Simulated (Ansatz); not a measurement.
# BP: the cost of one run

Computed with Ansatz 0.2.0 (DFT PBE, scalar-relativistic, plane waves, PAW, unless a step's input says otherwise).

2 further runs of the same task are left out: 1 that didn't finish, 1 set aside as unsound or not needed.

### 1 The system as given

The structure is cubic, space group F-43m (No. 216). Conventional cell: a = 4.548 Å, b = 4.548 Å, c = 4.548 Å, α = 90.00°, β = 90.00°, γ = 90.00°. B (site symmetry -43m) is surrounded by 4 P at 1.97 Å. P (site symmetry -43m) has 4 B at 1.97 Å in its first shell of neighbours.

Coordinates:

```
B P
1.0
     0.00000    2.27415    2.27415
     2.27415    0.00000    2.27415
     2.27415    2.27415    0.00000
B P
1 1
Direct
  0.00000 0.00000 0.00000
  0.25000 0.25000 0.25000
```

This cell was relaxed beforehand with the same method: volume 11.76 Å³/atom, gap on the mesh 1.25 eV.

### 2 Building the [001] wire, 12 host atoms a period

The wire is cut from the relaxed crystal, periodic along c with vacuum across. Atoms and period relax; energies count from the bulk, -456.2235 eV an atom.

The cell holds 6 B, 6 P: a = 13.500 Å, b = 13.800 Å, c = 4.548 Å, α = 90.00°, β = 90.00°, γ = 90.00°.

### 3 The relaxation run

Pressure and volume refer to the whole cell with its vacuum; only the period along c may change.

input.yaml reads:

```yaml
crystal:
  lattice:
    - [13.5, 0.0, 0.0]
    - [0.0, 13.8, 0.0]
    - [0.0, 0.0, 4.5483038457]
  atoms:
    - { symbol: B, position: [0.584227849, 0.5, 0.0], spin: 0.3 }
    - { symbol: P, position: [0.331544302, 0.5823968088, 0.75], spin: 0.3 }
    - { symbol: P, position: [0.668455698, 0.5823968088, 0.75], spin: 0.3 }
    - { symbol: B, position: [0.584227849, 0.3352063824, 0.5], spin: 0.3 }
    - { symbol: B, position: [0.584227849, 0.6647936176, 0.5], spin: 0.3 }
    - { symbol: P, position: [0.331544302, 0.4176031912, 0.25], spin: 0.3 }
    - { symbol: P, position: [0.668455698, 0.4176031912, 0.25], spin: 0.3 }
    - { symbol: B, position: [0.415772151, 0.5, 0.5], spin: 0.3 }
    - { symbol: P, position: [0.5, 0.5823968088, 0.25], spin: 0.3 }
    - { symbol: B, position: [0.415772151, 0.3352063824, 0.0], spin: 0.3 }
    - { symbol: B, position: [0.415772151, 0.6647936176, 0.0], spin: 0.3 }
    - { symbol: P, position: [0.5, 0.4176031912, 0.75], spin: 0.3 }
basis:
  ecutwfc: 420
kpoints:
  mp_grid: { grid: [1, 1, 7] }
hamiltonian:
  xc: pbe
scf:
  occupations: { method: gaussian, width: 0.05 }
output:
  forces: true
  stress: true
  eigenvalues: true
  populations: true
  write_density: true
  write_potential: true
  elf: true
  volumetric_format: npy
magnetization:
  spin_polarized: true
relax:
  adjacent_minimum: "off"
  f_tol: 0.02
  max_steps: 45
  cell: { fix: [a, b, alpha, beta, gamma], stress_tol: 0.03 }
```

Run with:

```console
> ansatz run input.yaml --threads 4 --pin off --max-ram 11264MiB --backend cpu --events-out ev --progress --plain --runs-dir out
```

Q: Estimate wall time and peak memory on 4 threads of AMD EPYC 9R45 (Zen 5), shared host.

About 75 s, with a peak of 1.3 GiB.
